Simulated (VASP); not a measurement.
# Ca (Fm-3m) in VASP: notebook

Aim: see how the results for Ca move with the level of theory and the settings. Levels: r2SCAN, r2SCAN+rVV10. Tasks: relaxation of cell and atoms.

Everything below comes from runs of VASP 6.6.1. Logs are shortened: lines on timing, memory, paths and dates and some standing lists are left out, and cuts for length are marked.

## 1. The structure

The structure is cubic, space group Fm-3m (No. 225). Conventional cell: a = 5.601 Å, b = 5.601 Å, c = 5.601 Å, α = 90.00°, β = 90.00°, γ = 90.00°. Ca (site symmetry m-3m) is surrounded by 12 Ca at 3.96 Å.

## 2. Relaxation of cell and atoms, r2SCAN

Input file INCAR:

```
SYSTEM = Ca
PREC = Accurate
ENCUT = 600
EDIFF = 1E-7
ISMEAR = 0
SIGMA = 0.1
LREAL = .FALSE.
LASPH = .TRUE.
NELM = 100
ALGO = Normal
ISIF = 3
LWAVE = .FALSE.
LCHARG = .FALSE.
METAGGA = R2SCAN
LMIXTAU = .TRUE.
IBRION = 2
NSW = 90
EDIFFG = -0.005
```

Input file KPOINTS:

```
regular mesh
0
G
  14 14 14
  0 0 0
```

Input file POSCAR:

```
Ca
1.0
    0.0000000000      2.8005000000      2.8005000000
    2.8005000000      0.0000000000      2.8005000000
    2.8005000000      2.8005000000      0.0000000000
Ca
1
Direct
    0.0000000000      0.0000000000      0.0000000000
```

Potentials or basis: VASP PAW PBE potentials, release 64 (Ca_sv).

The run is started by

```sh
> cat potpaw_PBE.64/Ca_sv/POTCAR > POTCAR
> mpirun -np 1 vasp_std > vasp.out
```

OUTCAR:

```text
SYSTEM = Ca
   PREC = Accurate
   ENCUT = 600
   EDIFF = 1E-7
   ISMEAR = 0
   LREAL = .FALSE.
   LASPH = .TRUE.
   NELM = 100
   ISIF = 3
   METAGGA = R2SCAN
   IBRION = 2
   NSW = 90
   EDIFFG = -0.005

 ion  position               nearest neighbor table
   1  0.000  0.000  0.000-

  LATTYP: Found a face centered cubic cell.
 ALAT       =     5.6010000000

  Lattice vectors:

 A1 = (   0.0000000000,   2.8005000000,   2.8005000000)
 A2 = (   2.8005000000,   0.0000000000,   2.8005000000)
 A3 = (   2.8005000000,   2.8005000000,   0.0000000000)

Analysis of symmetry for initial positions (statically):
=====================================================================
 Subroutine PRICEL returns:
 Original cell was already a primitive cell.

 Routine SETGRP: Setting up the symmetry group for a
 face centered cubic supercell.

 Subroutine GETGRP returns: Found 48 space group operations
 (whereof 48 operations were pure point group operations)
 out of a pool of 48 trial point group operations.

The static configuration has the point symmetry O_h .

Analysis of symmetry for dynamics (positions and initial velocities):
=====================================================================
 Subroutine PRICEL returns:
 Original cell was already a primitive cell.

 Routine SETGRP: Setting up the symmetry group for a
 face centered cubic supercell.

 Subroutine GETGRP returns: Found 48 space group operations
 (whereof 48 operations were pure point group operations)
 out of a pool of 48 trial point group operations.

The dynamic configuration has the point symmetry O_h .

 Subroutine INISYM returns: Found 48 space group operations
 (whereof 48 operations are pure point group operations),
 and found     1 'primitive' translations

----------------------------------------------------------------------------------------

                                     Primitive cell

  volume of cell :      43.9275

  direct lattice vectors                    reciprocal lattice vectors
     0.000000000  2.800500000  2.800500000    -0.178539547  0.178539547  0.178539547
     2.800500000  0.000000000  2.800500000     0.178539547 -0.178539547  0.178539547
     2.800500000  2.800500000  0.000000000     0.178539547  0.178539547 -0.178539547

  length of vectors
     3.960505081  3.960505081  3.960505081     0.309239566  0.309239566  0.309239566

  position of ions in fractional coordinates (direct lattice)
     0.000000000  0.000000000  0.000000000

  ion indices of the primitive-cell ions
   primitive index   ion index
                 1           1

----------------------------------------------------------------------------------------

 KPOINTS: regular mesh

Automatic generation of k-mesh.
 Grid dimensions read from file:
 generate k-points for:   14   14   14

 Generating k-lattice:

  Cartesian coordinates                     Fractional coordinates (reciprocal lattice)
    -0.012752825  0.012752825  0.012752825     0.071428571  0.000000000  0.000000000
     0.012752825 -0.012752825  0.012752825     0.000000000  0.071428571  0.000000000
     0.012752825  0.012752825 -0.012752825     0.000000000  0.000000000  0.071428571

  Length of vectors
     0.022088540  0.022088540  0.022088540

  Shift w.r.t. Gamma in fractional coordinates (k-lattice)
     0.000000000  0.000000000  0.000000000

 Subroutine IBZKPT returns following result:
 ===========================================

 Found    104 irreducible k-points:

 Following reciprocal coordinates:
            Coordinates               Weight
  0.000000  0.000000  0.000000      1.000000
  0.071429  0.000000  0.000000      8.000000
  0.142857  0.000000  0.000000      8.000000
  0.214286  0.000000  0.000000      8.000000
  0.285714  0.000000  0.000000      8.000000
  0.357143  0.000000  0.000000      8.000000
[... 16 lines left out ...]
  0.214286  0.142857  0.000000     24.000000
  0.285714  0.142857  0.000000     24.000000
 [... further k-points ...]
   k-points           NKPTS =    104   k-points in BZ     NKDIM =    104   number of bands    NBANDS=      9
   number of dos      NEDOS =    301   number of ions     NIONS =      1
   total plane-waves  NPLWV =  32768
   dimension x,y,z NGX =    32 NGY =   32 NGZ =   32
   dimension x,y,z NGXF=    64 NGYF=   64 NGZF=   64
   ions per type =               1
   NGX,Y,Z   is equivalent  to a cutoff of  13.43, 13.43, 13.43 a.u.
   NGXF,Y,Z  is equivalent  to a cutoff of  26.86, 26.86, 26.86 a.u.
 SYSTEM =  Ca
   PREC   = accura    normal or accurate (medium, high low for compatibility)
   ISTART =      0    job   : 0-new  1-cont  2-samecut
   ICHARG =      2    charge: 1-file 2-atom 10-const
   ISPIN  =      1    spin polarized calculation?
   LNONCOLLINEAR =      F non collinear calculations
   LSORBIT =      F    spin-orbit coupling
   LASPH  =      T    aspherical Exc in radial PAW
   ENCUT  =  600.0 eV  44.10 Ry    6.64 a.u.   7.91  7.91  7.91*2*pi/ulx,y,z
   NELM   =    100;   NELMIN=  2; NELMDL= -5     # of ELM steps
   EDIFF  = 0.1E-06   stopping-criterion for ELM
   LREAL  =      F    real-space projection
   EDIFFG = -.5E-02   stopping-criterion for IOM
   NSW    =     90    number of steps for IOM
   IBRION =      2    ionic relax: 0-MD 1-quasi-New 2-CG
   NFREE  =      1    steps in history (QN), initial steepest desc. (CG)
   ISIF   =      3    stress and relaxation
   ISYM   =      2    0-nonsym 1-usesym 2-fastsym
   POTIM  = 0.5000    time-step for ionic-motion
   TEBEG  =    0.0;   TEEND  =   0.0 temperature during run
   PSTRESS=    0.0 pullay stress
   NELECT =      10.0000    total number of electrons
   NUPDOWN=      -1.0000    fix difference up-down
   EMIN   =  10.00;   EMAX   =-10.00  energy-range for DOS
   EFERMI =   0.00;   METHOD = LEGACY
   ISMEAR =     0;   SIGMA  =   0.10  broadening in eV -4-tet -1-fermi 0-gaus
   EFERMI_NEDOS =   21; number of points for ismear=-14 and -15
   IALGO  =     38    algorithm
   IMIX   =      4    mixing-type and parameters
     AMIX     =   0.40;   BMIX     =  1.00
     AMIX_MAG =   1.60;   BMIX_MAG =  1.00
  volume/ion in A,a.u.               =      43.93       296.44
  Fermi-wavevector in a.u.,A,eV,Ry     =   0.999607  1.888983 13.595132  0.999214
  Thomas-Fermi vector in A             =   2.131908
   LORBIT       =      0    0 simple, 1 ext, 2 COOP (PROOUT), +10 PAW based schemes
   METAGGA = R2SCAN    functional components
   LHFCALC =     F    Hartree Fock is set to
   AEXX    =    0.0000 exact exchange contribution
   IVDW    =     0    specifies the selected vdW correction
   LEPSILON=     F    determine dielectric tensor
   LRPA    =     F    only Hartree local field effects (RPA)
 conjugate gradient relaxation of ions
 non-spin polarized calculation
 Gauss-broadening in eV      SIGMA  =   0.10
  energy-cutoff  :      600.00
  volume of cell :       43.93
 maximum number of plane-waves:      1480
   NGX = 15   NGY = 15   NGZ = 15

--------------------------------------- Ionic step        1  -------------------------------------------

 number of electron      10.0000001 magnetization

 Free energy of the ion-electron system (eV)
  ---------------------------------------------------
  ext. energy  EPLUGINS =         0.00000000
  ---------------------------------------------------
  free energy    TOTEN  =        -7.03640753 eV

  energy without entropy =       -7.03030733  energy(sigma->0) =       -7.03335743

------------------------ aborting loop because EDIFF is reached ----------------------------------------

  FORCE on cell =-STRESS in cart. coord.  units (eV):
  Direction    XX          YY          ZZ          XY          YZ          ZX
  --------------------------------------------------------------------------------------
  -------------------------------------------------------------------------------------
  Total       -0.0629905     -0.0629905     -0.0629905     -0.0000000      0.0000000      0.0000000
  in kB       -2.2974655     -2.2974655     -2.2974655     -0.0000000      0.0000000      0.0000000
  external PRESSURE =      -2.2974655 kB  Pullay stress =       0.0000000 kB

 VOLUME and BASIS-vectors are now :
 -----------------------------------------------------------------------------
  energy-cutoff  :      600.00
  volume of cell :       43.93
      direct lattice vectors                 reciprocal lattice vectors
     0.000000000  2.800500000  2.800500000    -0.178539547  0.178539547  0.178539547
     2.800500000  0.000000000  2.800500000     0.178539547 -0.178539547  0.178539547
     2.800500000  2.800500000  0.000000000     0.178539547  0.178539547 -0.178539547
[... 36 lines left out ...]
 POSITION                                       TOTAL-FORCE (eV/Angst)
 -----------------------------------------------------------------------------------
      2.79199      2.79199      0.00000         0.000000      0.000000     -0.000000
 -----------------------------------------------------------------------------------
    total drift:                                0.000000      0.000000     -0.000000

  FREE ENERGIE OF THE ION-ELECTRON SYSTEM (eV)
  ---------------------------------------------------
  free  energy   TOTEN  =        -7.0367823749 eV

  energy  without entropy=       -7.0306128632  energy(sigma->0) =       -7.03369762

--------------------------------------- Ionic step        3  -------------------------------------------

 number of electron      10.0000001 magnetization

 Free energy of the ion-electron system (eV)
  ---------------------------------------------------
  ext. energy  EPLUGINS =         0.00000000
  ---------------------------------------------------
  free energy    TOTEN  =        -7.03681988 eV

  energy without entropy =       -7.03062336  energy(sigma->0) =       -7.03372162

 E-fermi :   1.8826     XC(G=0):  -8.1318

 val. band max:        1.8553253371   @ k =  -0.3571   0.5000   0.1429
 cond. band min:       1.8852123284   @ k =  -0.4286   0.0714   0.0000
 fundamental gap:      0.0298869913
 Fermi energy:         1.8825920897

 k-point     1 :       0.0000    0.0000    0.0000
  band No.  band energies     occupation
      1     -41.9541      2.00000
      2     -21.9854      2.00000
      3     -21.9854      2.00000
      4     -21.9854      2.00000
      5      -2.3514      2.00000
      6       4.5580      0.00000
      7       4.5580      0.00000
      8       4.5580      0.00000
      9       5.6546      0.00000

 k-point     2 :       0.0714    0.0000    0.0000
  band No.  band energies     occupation
      1     -41.9535      2.00000
      2     -21.9921      2.00000
      3     -21.9863      2.00000
      4     -21.9863      2.00000
      5      -2.2608      2.00000
      6       4.4519      0.00000
      7       4.5922      0.00000
      8       4.5923      0.00000
      9       5.6231      0.00000
[... 253 lines left out ...]
 k-point    24 :       0.2857    0.1429    0.0000
  band No.  band energies     occupation
      1     -41.9466      2.00000
      2     -22.0515      2.00000
      3     -22.0036      2.00000
      4     -22.0022      2.00000
      5      -1.0898      2.00000
      6       3.4921      0.00000
      7       4.4932      0.00000
      8       4.8625      0.00000
      9       5.3086      0.00000

 [... further k-points ...]

------------------------ aborting loop because EDIFF is reached ----------------------------------------

  FORCE on cell =-STRESS in cart. coord.  units (eV):
  Direction    XX          YY          ZZ          XY          YZ          ZX
  --------------------------------------------------------------------------------------
  -------------------------------------------------------------------------------------
  Total       -0.0014684     -0.0014684     -0.0014684      0.0000000      0.0000000     -0.0000000
  in kB       -0.0542454     -0.0542454     -0.0542454      0.0000000      0.0000000     -0.0000000
  external PRESSURE =      -0.0542454 kB  Pullay stress =       0.0000000 kB

 VOLUME and BASIS-vectors are now :
 -----------------------------------------------------------------------------
  energy-cutoff  :      600.00
  volume of cell :       43.37
      direct lattice vectors                 reciprocal lattice vectors
    -0.000000000  2.788625687  2.788625687    -0.179299790  0.179299790  0.179299790
     2.788625687  0.000000000  2.788625687     0.179299790 -0.179299790  0.179299790
     2.788625687  2.788625687  0.000000000     0.179299790  0.179299790 -0.179299790

 POSITION                                       TOTAL-FORCE (eV/Angst)
 -----------------------------------------------------------------------------------
      0.00000      0.00000      0.00000        -0.000000     -0.000000     -0.000000
 -----------------------------------------------------------------------------------
    total drift:                                0.000000      0.000000      0.000000

  FREE ENERGIE OF THE ION-ELECTRON SYSTEM (eV)
  ---------------------------------------------------
  free  energy   TOTEN  =        -7.0368198844 eV

  energy  without entropy=       -7.0306233631  energy(sigma->0) =       -7.03372162

 reached required accuracy - stopping structural energy minimisation
```

It took 6.1 min on 1 thread of Intel Xeon Platinum 8259CL at 2.50GHz (Skylake/Cascade Lake), shared host; peak memory 0.23 GiB.

Results:

* Free energy: -7.0368 eV
* Relaxed volume: 43.37 Å³/atom
* Relaxed cell: a = 3.944 Å, b = 3.944 Å, c = 3.944 Å, α = 60.00°, β = 60.00°, γ = 60.00°
* Space group after relaxing (to 0.05 Å): Fm-3m (No. 225)
* Energy gained by relaxing: 0.4 meV/atom
* Ionic steps: 3
* Pressure after relaxing: 0.0 GPa
* Band gap on the k mesh: none (metal or under the smearing width)

Step by step:
| step | energy change (eV) | largest force (eV/Å) | pressure (GPa) | volume (Å³) |
| --- | --- | --- | --- | --- |
| 1 | 0.0000 | 0.0000 | -0.23 | 43.93 |
| 2 | -0.0004 | 0.0000 | -0.07 | 43.53 |
| 3 | -0.0004 | 0.0000 | -0.01 | 43.37 |

Final structure:
```
Ca
1.0
     0.00000    2.78863    2.78863
     2.78863    0.00000    2.78863
     2.78863    2.78863    0.00000
Ca
1
Direct
  0.00000 0.00000 0.00000
```

Caveat: the PAW data sets were made with another functional, which shifts forces and pressure a little.

## 3. Relaxation of cell and atoms, r2SCAN+rVV10

Edit INCAR of step 2 so:

```diff
@@ -15,2 +15,6 @@
 LMIXTAU = .TRUE.
+LUSE_VDW = .TRUE.
+IVDW_NL = 2
+BPARAM = 11.95
+CPARAM = 0.0093
 IBRION = 2
```

KPOINTS is that of step 2.

POSCAR is that of step 2.

Potentials or basis: VASP PAW PBE potentials, release 64 (Ca_sv).

The run is started by

```sh
> cat potpaw_PBE.64/Ca_sv/POTCAR > POTCAR
> mpirun -np 1 vasp_std > vasp.out
```

Wall time 11 min (1 thread of Intel Xeon Platinum 8259CL at 2.50GHz (Skylake/Cascade Lake), shared host); peak memory 0.36 GiB.

Results (log left out):

- Free energy: -6.7527 eV
- Relaxed volume: 42.87 Å³/atom
- Relaxed cell: a = 3.928 Å, b = 3.928 Å, c = 3.928 Å, α = 60.00°, β = 60.00°, γ = 60.00°
- Space group after relaxing (to 0.05 Å): Fm-3m (No. 225)
- Energy gained by relaxing: 1.4 meV/atom
- Ionic steps: 3
- Pressure after relaxing: 0.0 GPa
- Band gap on the k mesh: none (metal or under the smearing width)

Step by step:
| step | energy change (eV) | largest force (eV/Å) | pressure (GPa) | volume (Å³) |
| --- | --- | --- | --- | --- |
| 1 | 0.0000 | 0.0000 | -0.42 | 43.93 |
| 2 | -0.0013 | 0.0000 | -0.13 | 43.19 |
| 3 | -0.0014 | 0.0000 | 0.01 | 42.87 |

Final structure:
```yaml
crystal:
  lattice:
    - [0.00000, 2.77781, 2.77781]
    - [2.77781, 0.00000, 2.77781]
    - [2.77781, 2.77781, 0.00000]
  atoms:
    - { symbol: Ca, position: [0.00000, 0.00000, 0.00000] }
```

Levels at points of the mesh, in eV from the Fermi level:
```tsv
k point	band 1	band 2	band 3	band 4	band 5	band 6	band 7	band 8	band 9
(0.00, 0.00, 0.00)	-43.77	-23.80	-23.80	-23.80	-4.26	2.71	2.71	2.71	3.83
(0.50, 0.00, 0.00)	-43.76	-23.94	-23.82	-23.82	-0.94	-0.29	2.57	2.57	4.54
(0.50, 0.50, 0.00)	-43.75	-23.93	-23.85	-23.85	-0.38	0.78	0.92	4.52	4.73
```

Caveat: the PAW data sets were made with another functional, which shifts forces and pressure a little.
